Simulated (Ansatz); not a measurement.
# Mo under changes of volume

One of the cells (15.892 Å³/atom); the others are scaled copies at fixed shape and fractional positions:

```xyz
1
Lattice="-1.5838 1.5838 1.5838 1.5838 -1.5838 1.5838 1.5838 1.5838 -1.5838" Properties=species:S:1:pos:R:3 pbc="T T T"
Mo    0.0000    0.0000    0.0000
```

- Program: Ansatz 0.2.0
- Functional: PBE0
- Potentials or basis: Ansatz PAW
- Cutoff: 420 eV (not typed: the program's choice for these potentials)
- k mesh: 8 × 8 × 8
- Occupations: fermi-dirac, width 0.05 eV
- Spin: no spin polarisation

| volume (Å³/atom) | energy over the lowest point (meV/atom) | pressure (GPa) |
| --- | --- | --- |
| 14.938 | ? | ? |
| 15.256 | 3.92 | 5.2 |
| 15.574 | 0.00 | -1.1 |
| 15.892 | 7.91 | -6.8 |
| 16.209 | 26.43 | -11.8 |
| 16.527 | 54.49 | -16.4 |
| 16.845 | 91.08 | -20.5 |

Q: What does the run at 14.938 Å³/atom give?

A: Energy over the lowest point 20.99 meV/atom; pressure 12.2 GPa.

Worked out: A Birch-Murnaghan fit of order 3 (a polynomial in V^(-2/3)) to the other rows has its minimum at 15.51 Å³/atom with B0 = V·E''(V) = 298 GPa and B' = 4.4. It gives 21.13 meV/atom at 14.938 Å³/atom, against the run's 20.99, and -dE/dV = 12.3 GPa, against 12.2.

Energies are extrapolated to zero smearing.

Caveats: the PAW data sets come from PBE, with cores solved anew for the run's functional, which leaves a small shift of forces and pressure; the thresholds are loose for stress.
